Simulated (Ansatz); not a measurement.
The system is ZrO.

```
CELL_PARAMETERS angstrom
1.82664 -2.91885 0.00000
1.82664 2.91885 0.00000
0.00000 0.00000 2.61994
ATOMIC_POSITIONS crystal
Zr 0.00000 0.00000 0.00000
O 0.50000 0.50000 0.00000
```

The cell was built by a generator and needn't be a form met in nature.

```yaml
Program: Ansatz 0.2.0
Task: relaxation of cell and atoms
Functional: HSE06
Potentials_or_basis: Ansatz PAW
Cutoff: "420 eV (not typed: the program's choice for these potentials)"
k_mesh: 5 × 5 × 5
Occupations: fermi-dirac, width 0.05 eV
Spin: no spin polarisation
```

At the start: volume 13.97 Å³/atom.

Problem. Where does the relaxation end?

Solution. It ends after 20 steps and the volume is 15.18 Å³/atom (+8.7 %); space group P4/mmm (No. 123, to 0.05 Å).

Step by step:
| step | energy change (eV) | largest force (eV/Å) | volume (Å³) |
| --- | --- | --- | --- |
| 1 | 0.0000 | 0.0000 | 27.94 |
| 2 | -1.0806 | 0.0000 | 30.32 |
| 3 | -1.6199 | 0.0000 | 32.01 |
| 4 | -2.0327 | 0.0000 | 32.51 |
| 5 | -2.3696 | 0.0000 | 31.83 |
| 6 | -2.6961 | 0.0000 | 30.88 |
| 7 | -3.0009 | 0.0000 | 29.61 |
| 8 | -3.1164 | 0.0000 | 28.36 |
| 9 | -3.1279 | 0.0000 | 28.83 |
| 10 | -3.1305 | 0.0000 | 29.16 |
| 11 | -3.1312 | 0.0000 | 29.11 |
| 12 | -3.1312 | 0.0000 | 29.11 |
| 13 | -3.2753 | 0.0000 | 29.11 |
| 14 | -3.2986 | 0.0000 | 29.90 |
| 15 | -3.3008 | 0.0000 | 30.28 |
| 16 | -3.3007 | 0.0000 | 30.34 |
| 17 | -3.3007 | 0.0000 | 30.34 |
| 18 | -3.3043 | 0.0000 | 30.34 |
| 19 | -3.3042 | 0.0000 | 30.37 |
| 20 | -3.3044 | 0.0000 | 30.37 |

Final structure:
```xyz
2
Lattice="2.1651 -2.1658 0.0000 2.1651 2.1658 0.0000 0.0000 0.0000 3.2380" Properties=species:S:1:pos:R:3 pbc="T T T"
Zr    0.0000    0.0000    0.0000
O     2.1651    0.0000    0.0000
```

Caveat: the k mesh is coarse (spacing up to 0.48 Å⁻¹), so the values aren't converged, least of all with exact exchange; the plane-wave basis is chosen anew once the cell has moved, so the energies of steps on either side of that aren't comparable; the PAW data sets come from PBE, with cores solved anew for the run's functional, which leaves a small shift of forces and pressure.
